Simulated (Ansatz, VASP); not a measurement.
# Cross-check of SrO between VASP and Ansatz, part 2 of 2

Aim: how closely do two programs agree when they are given the same cell, functional and k mesh?

VASP 6.6.1 and Ansatz 0.2.0.

So far: The starting structure; VASP: relaxation of cell and atoms, r2SCAN; Ansatz: relaxation of cell and atoms, r2SCAN.

## Step 4: Comparison

Known differences besides the potentials themselves: VASP keeps PBE cores, Ansatz makes them for the functional; both relaxations stop at a tolerance, which leaves soft axes loose, and VASP keeps its plane-wave basis; the cutoff is 500 eV in Ansatz and 560 eV in VASP; Ansatz adds a Pulay correction to the stress that steers its cell, VASP none. Total energies have different zeros and are not compared.

Compared:

| quantity | Ansatz | VASP | difference |
| --- | --- | --- | --- |
| volume (Å³) | 34.34 | 34.53 | -0.53 % |
| edge a after relaxation, in the typed setting (Å) | 3.649 | 3.655 | -0.18 % |

The walks stopped with 0.00 GPa left in Ansatz and 0.00 GPa in VASP; each walk ends within a tolerance, so the volume difference is uncertain by about these residues over the bulk modulus, most in soft cells.

## Step 5: VASP: relaxation of cell and atoms, PBE with D3(BJ)

The relaxed volume is the usual yardstick between codes: its relative difference is about their pressure difference at one cell divided by the bulk modulus.

INCAR

```
SYSTEM = SrO
PREC = Accurate
ENCUT = 560
EDIFF = 1E-06
NELM = 100
ISMEAR = -1
SIGMA = 0.05
LREAL = .FALSE.
ALGO = Normal
GGA = PE
IVDW = 12
NBANDS = 14
LORBIT = 11
LWAVE = .FALSE.
LCHARG = .FALSE.
KPAR = 2
IBRION = 2
NSW = 60
ISIF = 3
EDIFFG = -0.01
```

POSCAR

```
SrO
1.0
    0.0000000000      2.5806600000      2.5806600000
    2.5806600000      0.0000000000      2.5806600000
    2.5806600000      2.5806600000      0.0000000000
Sr O
1 1
Direct
    0.0000000000      0.0000000000      0.0000000000
    0.5000000000      0.5000000000      0.5000000000
```

KPOINTS

```
Automatic mesh
0
Gamma
9 9 9
0 0 0
```

PAW data sets: Sr_sv and O (PBE family, release 64).

Launch:

```console
mpirun -np 2 vasp_std
```

Numbers of over 12 decimals in the logs are rounded to 6 here.

What it wrote:

```text
[banner, memory and clock lines left out]
running    2 mpi-ranks, on    1 nodes
[...]
LDA part: xc-table for (Slater+PW92), standard interpolation
 POSCAR, INCAR and KPOINTS ok, starting setup
[...]
entering main loop
       N       E                     dE             d eps       ncg     rms          rms(c)
DAV:   1     0.722038976810E+02    0.72204E+02   -0.89783E+03   980   0.119E+03
DAV:   2    -0.106740444395E+02   -0.82878E+02   -0.76025E+02  1312   0.236E+02
DAV:   3    -0.141508838324E+02   -0.34768E+01   -0.34559E+01  1222   0.443E+01
DAV:   4    -0.142470405431E+02   -0.96157E-01   -0.96136E-01  1268   0.694E+00
[...]
DAV:  11    -0.120488925841E+02   -0.15849E-03   -0.16656E-04  1094   0.101E-01    0.389E-02
DAV:  12    -0.120489096692E+02   -0.17085E-04   -0.31690E-05  1010   0.440E-02    0.399E-02
DAV:  13    -0.120489100639E+02   -0.39471E-06   -0.26088E-06  1082   0.144E-02
   1 F= -.12534708E+02 E0= -.12534708E+02  d E =-.125347E+02
[...]
reached required accuracy - stopping structural energy minimisation
```

From OUTCAR (step 5):

```text
 Edisp (eV)   -0.48580

  Total      -0.01878    -0.01878    -0.01878    -0.00000     0.00000     0.00000
  in kB      -0.87558    -0.87558    -0.87558    -0.00000     0.00000     0.00000
  external pressure =       -0.88 kB  Pullay stress =        0.00 kB

 POSITION                                       TOTAL-FORCE (eV/Angst)
 -----------------------------------------------------------------------------------
      0.00000      0.00000      0.00000        -0.000000     -0.000000     -0.000000
      2.58066      2.58066      2.58066         0.000000      0.000000      0.000000
 -----------------------------------------------------------------------------------
    total drift:                                0.000000      0.000000      0.000000

  FREE ENERGIE OF THE ION-ELECTRON SYSTEM (eV)
  ---------------------------------------------------
  free  energy   TOTEN  =       -12.5347081544 eV

  energy  without entropy=      -12.5347081544  energy(sigma->0) =      -12.53470815

[... 2 parts as in an earlier step ...]

[... 2 further parts left out ...]
[key lines of the parts left out:]
E-fermi :   2.7051
```

## Step 6: Ansatz: relaxation of cell and atoms, PBE with D3(BJ)

The same cell, functional, mesh and smearing now go to Ansatz, which takes its cutoff from its data sets.

input.yaml

```yaml
crystal:
  lattice:
    - [0.0, 2.58066, 2.58066]
    - [2.58066, 0.0, 2.58066]
    - [2.58066, 2.58066, 0.0]
  atoms:
    - { symbol: Sr, position: [0.0, 0.0, 0.0] }
    - { symbol: O, position: [0.5, 0.5, 0.5] }
hamiltonian:
  xc: pbe
  pseudopotentials: { kind: paw }
  dispersion: d3bj
kpoints:
  mp_grid: { grid: [9, 9, 9] }
scf:
  occupations: { method: fermi_dirac, width: 0.05 }
relax:
  f_tol: 0.01
  max_steps: 60
  cell: { stress_tol: 0.05 }
output:
  forces: true
  stress: true
```

Launch:

```console
ansatz run input.yaml --threads 4 --pin off --max-ram 9216MiB --backend cpu --events-out ev --progress --plain --runs-dir out
```

What it wrote:

```text
[...]
Crystal: 2 atoms, lattice volume = 34.373 Å³
Basis set: ecut = 420 eV, 645 PW (Γ), exchange–correlation on 50×50×50 points (8 copies of the dense FFT grid, shifted against one another)
Bands: 12, of which v1, the nominal top of the filled ones, is band 8 counted from 1 (7 counted from 0)
Symmetry: 48 space group operations
[...]
k-points: 35 of 729
[...]
-0.000000      -0.031987      -0.000000
       -0.000000      -0.000000      -0.031987
  P = ⅓ Tr σ = -0.0320 GPa (-0.320 kbar)
--- Relaxed structure (3 steps of the walk, 2 accepted, 1 SCFs on fresh bases) ---
[...]
cell:  # Å, volume = 34.1450 Å³
    - [0, 2.574931, 2.574931]
    - [2.574931, 0, 2.574931]
    - [2.574931, 2.574931, 0]
  atoms:
    - { symbol: Sr, position: [0, 0, 0] }
    - { symbol: O, position: [0.500000, 0.500000, 0.500000] }
[key lines of the parts left out:]
SCF converged after 6 iterations
Free energy (F): -4115.111624 eV
Fermi energy:    9.594896 eV
```

Elapsed: 2.2 s, on 4 threads of Arm Neoverse V1, shared host; peak memory 0.29 GiB; 4.7 s of CPU time.

## Step 7: Side by side

What differs besides the data sets and the points named for the pairs above, as far as they apply: the cutoff is 420 eV in Ansatz and 560 eV in VASP; VASP leaves aspherical gradient terms in its spheres out (LASPH is not set), Ansatz keeps them. Total energies have different zeros and are not compared.

Compared:

| quantity | Ansatz | VASP | difference |
| --- | --- | --- | --- |
| volume (Å³) | 34.14 | 34.37 | -0.66 % |
| edge a after relaxation, in the typed setting (Å) | 3.642 | 3.650 | -0.22 % |

The walks stopped with -0.03 GPa left in Ansatz and -0.09 GPa in VASP; each walk ends within a tolerance, so the volume difference is uncertain by about these residues over the bulk modulus, most in soft cells.

## Step 8: Summary of results

```
difference in volume (relaxation of cell and atoms, r2SCAN)          : -0.53 %
difference in volume (relaxation of cell and atoms, PBE with D3(BJ)) : -0.66 %
```

What this shows: The difference in volume is -0.66 % (relaxation of cell and atoms, PBE with D3(BJ)), within the 1.2 % picked in this series as the mark of a large difference, as far as the stopping tolerances let one tell. Such differences can come from data sets, numerical settings and the points named under the comparisons, not from the functional's error against experiment.

[Lines on the potential files, build, host, timing and source positions are cut from VASP's logs without a mark.]

[Logs are printed without paths, hosts, clocks, repeated set-up lines and the standing remarks that a program may print on its own settings, such as how far it seeks lower states.]

[Hosts, paths, dates, database ids (printed as entryN), source tags and the programs' standing remarks are cut or masked in the printed files.]
